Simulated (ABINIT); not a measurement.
## Al: equation of state with WC

**Experimental background.**

From “The interpretation of polycrystalline coherent inelastic neutron scattering from aluminium”, 2013, pmc:3831299, for a bulk crystal of Al: bulk modulus 76.9 GPa.

Al:

```xyz
1
Lattice="0.0000 2.0248 2.0248 2.0248 0.0000 2.0248 2.0248 2.0248 0.0000" Properties=species:S:1:pos:R:3 pbc="T T T"
Al    0.0000    0.0000    0.0000
```

```
Program             : ABINIT 10.8.3 (patched build)
Task                : equation of state
Functional          : WC
Potentials or basis : JTH PAW PBE v2.0
Cutoff              : 490 eV
k mesh              : 11 × 11 × 11
Occupations         : fermi-dirac, width 0.05 eV
Spin                : no spin polarisation
```

```json
{
 "Equilibrium volume": "16.31 Å³/atom",
 "Bulk modulus": "81 GPa",
 "Pressure derivative of the bulk modulus": "4.4"
}
```

Energy against volume, from the lowest point:
```tsv
volume (Å³/atom)	energy (meV/atom)
15.607	8.33
15.939	2.24
16.271	0.00
16.603	1.28
16.935	5.68
17.267	12.85
17.599	22.54
```

Run time: 20 s on 1 thread of Arm Neoverse V1, with other jobs on the host, peak memory 0.11 GiB.

Against the measured bulk modulus of Al, 76.9 GPa (quoted in “The interpretation of polycrystalline coherent inelastic neutron scattering from aluminium”, 2013, pmc:3831299), the calculated 81 GPa is off by +5.9 %. The fit is for a static lattice scaled at fixed shape and fixed fractional positions. The cell as given is a measured one (16.60 Å³/atom); WC puts the equilibrium volume -1.8 % from it, thermal expansion not counted.

Caveat: pressures at fixed basis lie under the slope of the energies; the PAW data sets were made with another functional, which shifts forces and pressure a little.
